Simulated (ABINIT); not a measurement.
A calculation with ABINIT 10.8.3 (patched build) of KTaO3 (native input, structure from a POSCAR):

run.abi

```
pp_dirpath "./"
pseudos "Ta.GGA_PBE-JTH.xml, K.GGA_PBE-JTH.xml, O.GGA_PBE-JTH.xml"

structure "poscar:POSCAR"
natom 5

ecut 23.0
pawecutdg 45.0
pawxcdev 0

kptopt 1
ngkpt 7 7 7
nshiftk 1
shiftk 0.0 0.0 0.0

ixc 11

nband 24
occopt 3
tsmear 0.00183747

nstep 100
tolvrs 1.0e-9

iomode 3
prtwf 0
prtden 0
prteig 0
prtebands 0
enunit 1
```

POSCAR

```
KTaO3
1.0
    3.9883000000      0.0000000000      0.0000000000
    0.0000000000      3.9883000000      0.0000000000
    0.0000000000      0.0000000000      3.9883000000
Ta K O
1 1 3
Direct
    0.0000000000      0.0000000000      0.0000000000  Ta
    0.5000000000      0.5000000000      0.5000000000  K
    0.0000000000      0.0000000000      0.5000000000  O
    0.0000000000      0.5000000000      0.0000000000  O
    0.5000000000      0.0000000000      0.0000000000  O
```

Potentials or basis: JTH PAW PBE v2.0.

The run is started by

```bash
$ abinit run.abi > log 2>&1
```

Q: Write the same calculation in another form: ASE script, structure from a P1 CIF.

A: As run:

The input run.py:

```python
import json, os
import numpy as np
from ase.units import GPa
from ase.calculators.abinit import Abinit, AbinitProfile
from ase.io import read

atoms = read('KTaO3.cif')

profile = AbinitProfile(command='abinit', pp_paths=[os.path.abspath('pseudos')])
params = dict(
    pps='pawxml', xc='PBE',
    ecut=625.8619,
    pawecutdg=1224.5124,
    pawxcdev=0,
    kptopt=1,
    ngkpt=[7, 7, 7],
    nshiftk=1,
    shiftk=[0.0, 0.0, 0.0],
    ixc=11,
    nband=24,
    occopt=3,
    tsmear=0.05,
    nstep=100,
    tolvrs=1e-09,
    prtwf=0,
    prtden=0,
)

atoms.calc = Abinit(profile=profile, directory='run', **params)
energy = atoms.get_potential_energy()
forces = atoms.get_forces()
stress = atoms.get_stress()
print(f'energy {energy:.6f} eV')
print('forces (eV/A)')
print(np.round(forces, 5))
print('stress (GPa, Voigt, tension positive)', np.round(stress / GPa, 4))
json.dump(dict(energy=energy, forces=forces.tolist(), stress=stress.tolist(), cell=atoms.cell.tolist(), frac=atoms.get_scaled_positions(wrap=False).tolist()), open('results.json', 'w'))
```

KTaO3.cif

```cif
data_KTaO3
_cell_length_a 3.98830000
_cell_length_b 3.98830000
_cell_length_c 3.98830000
_cell_angle_alpha 90.00000000
_cell_angle_beta 90.00000000
_cell_angle_gamma 90.00000000
_space_group_name_H-M_alt 'P1'
_space_group_name_Hall 'P 1'
_space_group_IT_number 1
loop_
_space_group_symop_operation_xyz
'x,y,z'
loop_
_atom_site_label
_atom_site_type_symbol
_atom_site_symmetry_multiplicity
_atom_site_Wyckoff_symbol
_atom_site_fract_x
_atom_site_fract_y
_atom_site_fract_z
_atom_site_occupancy
Ta1 Ta 1 a 0.0000000000 0.0000000000 0.0000000000 1
K1 K 1 a 0.5000000000 0.5000000000 0.5000000000 1
O1 O 1 a 0.0000000000 0.0000000000 0.5000000000 1
O2 O 1 a 0.0000000000 0.5000000000 0.0000000000 1
O3 O 1 a 0.5000000000 0.0000000000 0.0000000000 1
```

Potentials or basis: JTH PAW PBE v2.0.

The run is started by

```bash
$ python run.py
```

Both were run:

|  | native input, structure from a POSCAR | ASE script, structure from a P1 CIF |
| --- | --- | --- |
| Pressure | 5.5 GPa | 5.5 GPa |
| Band gap on the k mesh | 2.24 eV, indirect (least direct gap 2.80 eV) | 2.24 eV, indirect (least direct gap 2.80 eV) |

Keys that steer only the numerical path or the files written may differ.

Caveat: spin-orbit coupling is left out, which moves the levels of the heavy elements; an odd mesh through Γ misses points on the zone boundary, where band edges often lie; the atomic spheres overlap.
